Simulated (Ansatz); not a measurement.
Relaxation path: S

DFT, LDA, PAW with Ansatz's default frozen-core files, scalar-relativistic (Ansatz 0.2.0); a Γ-centred 9×9×9 k mesh, Fermi–Dirac smearing of 0.05 eV, no spin polarisation. The run relaxes cell and atoms at a target pressure of 0 GPa.

Command: `ansatz run input.yaml --threads 4 --pin off --max-ram 10240MiB --backend cpu --events-out ev --progress --plain --runs-dir out` It took 31 s on 4 threads of Arm Neoverse V1, on a shared host, peak memory 0.65 GiB.

```yaml
crystal:
  lattice:
    - [5.383, 3.107876499, 1.4083333333]
    - [-5.383, 3.107876499, 1.4083333333]
    - [0.0, -6.2157529981, 1.4083333333]
  atoms:
    - { symbol: S, position: [0.5845, 0.351, 0.2465] }
    - { symbol: S, position: [0.2465, 0.5845, 0.351] }
    - { symbol: S, position: [0.351, 0.2465, 0.5845] }
    - { symbol: S, position: [0.4155, 0.649, 0.7535] }
    - { symbol: S, position: [0.7535, 0.4155, 0.649] }
    - { symbol: S, position: [0.649, 0.7535, 0.4155] }
kpoints:
  mp_grid: { grid: [9, 9, 9] }
scf:
  occupations: { method: fermi_dirac, width: 0.05 }
hamiltonian:
  xc: lda
  pseudopotentials: { kind: paw }
output:
  forces: true
  stress: true
relax:
  f_tol: 0.003
  max_steps: 80
  cell: {}
```

Each step lists its free energy a cell above the last geometry, the pressure, the cell vectors (Å), and Cartesian positions (Å) with forces (eV/Å).

The first step:

```
step 1  dF = 151.20 meV  P = -1.56 GPa
  cell 5.3830 3.1079 1.4083  -5.3830 3.1079 1.4083  0.0000 -6.2158 1.4083
  S 1.2569 1.3752 1.6646   0.0369 0.0605 0.0304
  S -1.8195 0.4009 1.6646   -0.0709 0.0017 0.0304
  S 0.5625 -1.7762 1.6646   0.0340 -0.0622 0.0304
  S -1.2569 -1.3752 2.5604   -0.0369 -0.0605 -0.0304
  S 1.8195 -0.4009 2.5604   0.0709 -0.0017 -0.0304
  S -0.5625 1.7762 2.5604   -0.0340 0.0622 -0.0304
```

The PAW files were made under PBE.

Where does the relaxation end, and by which steps?

After 7 geometries, with conventional a, b, c = 10.215, 10.215, 4.038 Å, at 20.269 Å³/atom (-13.97 % against the start) in space group R-3, with a shortest distance of 2.073 Å. The further steps:
```
step 2  dF = 9.93 meV  P = 0.32 GPa
  cell 5.1206 2.9564 1.3672  -5.1206 2.9564 1.3672  0.0000 -5.9128 1.3672
  S 1.2541 1.3839 1.6117   0.0396 0.0579 -0.1947
  S -1.8255 0.3941 1.6117   -0.0700 0.0053 -0.1947
  S 0.5715 -1.7780 1.6117   0.0304 -0.0633 -0.1947
  S -1.2541 -1.3839 2.4900   -0.0396 -0.0579 0.1947
  S 1.8255 -0.3941 2.4900   0.0700 -0.0053 0.1947
  S -0.5715 1.7780 2.4900   -0.0304 0.0633 0.1947
step 3  dF = 1.59 meV  P = 0.36 GPa
  cell 5.0808 2.9334 1.3504  -5.0808 2.9334 1.3504  0.0000 -5.8668 1.3504
  S 1.2443 1.3826 1.5699   0.0254 0.0249 0.0098
  S -1.8195 0.3863 1.5699   -0.0342 0.0095 0.0098
  S 0.5752 -1.7689 1.5699   0.0089 -0.0344 0.0098
  S -1.2443 -1.3826 2.4814   -0.0254 -0.0249 -0.0098
  S 1.8195 -0.3863 2.4814   0.0342 -0.0095 -0.0098
  S -0.5752 1.7689 2.4814   -0.0089 0.0344 -0.0098
step 4  dF = 0.49 meV  P = -0.25 GPa
  cell 5.1094 2.9499 1.3519  -5.1094 2.9499 1.3519  0.0000 -5.8998 1.3519
  S 1.2496 1.3866 1.5748   -0.0194 -0.0147 0.0320
  S -1.8256 0.3889 1.5748   0.0224 -0.0094 0.0320
  S 0.5760 -1.7755 1.5748   -0.0031 0.0241 0.0320
  S -1.2496 -1.3866 2.4809   0.0194 0.0147 -0.0320
  S 1.8256 -0.3889 2.4809   -0.0224 0.0094 -0.0320
  S -0.5760 1.7755 2.4809   0.0031 -0.0241 -0.0320
step 5  dF = 0.09 meV  P = -0.02 GPa
  cell 5.1034 2.9465 1.3497  -5.1034 2.9465 1.3497  0.0000 -5.8929 1.3497
  S 1.2482 1.3868 1.5728   -0.0045 -0.0028 -0.0004
  S -1.8251 0.3876 1.5728   0.0047 -0.0025 -0.0004
  S 0.5769 -1.7744 1.5728   -0.0002 0.0053 -0.0004
  S -1.2482 -1.3868 2.4763   0.0045 0.0028 0.0004
  S 1.8251 -0.3876 2.4763   -0.0047 0.0025 0.0004
  S -0.5769 1.7744 2.4763   0.0002 -0.0053 0.0004
step 6  dF = 0.04 meV  P = -0.03 GPa
  cell 5.1067 2.9484 1.3477  -5.1067 2.9484 1.3477  0.0000 -5.8968 1.3477
  S 1.2470 1.3881 1.5700   -0.0010 -0.0040 -0.0009
  S -1.8256 0.3859 1.5700   0.0039 0.0011 -0.0009
  S 0.5786 -1.7740 1.5700   -0.0029 0.0028 -0.0009
  S -1.2470 -1.3881 2.4730   0.0010 0.0040 0.0009
  S 1.8256 -0.3859 2.4730   -0.0039 -0.0011 0.0009
  S -0.5786 1.7740 2.4730   0.0029 -0.0028 0.0009
step 7  dF = 0.00 meV  P = 0.00 GPa
  cell 5.1074 2.9488 1.3458  -5.1074 2.9488 1.3458  0.0000 -5.8975 1.3458
  S 1.2474 1.3873 1.5671   -0.0007 -0.0007 0.0002
  S -1.8251 0.3867 1.5671   0.0009 -0.0002 0.0002
  S 0.5777 -1.7739 1.5671   -0.0003 0.0009 0.0002
  S -1.2474 -1.3873 2.4704   0.0007 0.0007 -0.0002
  S 1.8251 -0.3867 2.4704   -0.0009 0.0002 -0.0002
  S -0.5777 1.7739 2.4704   0.0003 -0.0009 -0.0002
step 8  dF = 1.37 meV  P = -0.01 GPa  (same geometry on a basis chosen anew; earlier energies don't compare to the last digit)
  cell 5.1074 2.9488 1.3458  -5.1074 2.9488 1.3458  0.0000 -5.8975 1.3458
  S 1.2474 1.3873 1.5671   -0.0005 -0.0005 0.0000
  S -1.8251 0.3867 1.5671   0.0007 -0.0002 0.0000
  S 0.5777 -1.7739 1.5671   -0.0002 0.0007 0.0000
  S -1.2474 -1.3873 2.4704   0.0005 0.0005 0.0000
  S 1.8251 -0.3867 2.4704   -0.0007 0.0002 0.0000
  S -0.5777 1.7739 2.4704   0.0002 -0.0007 0.0000
```
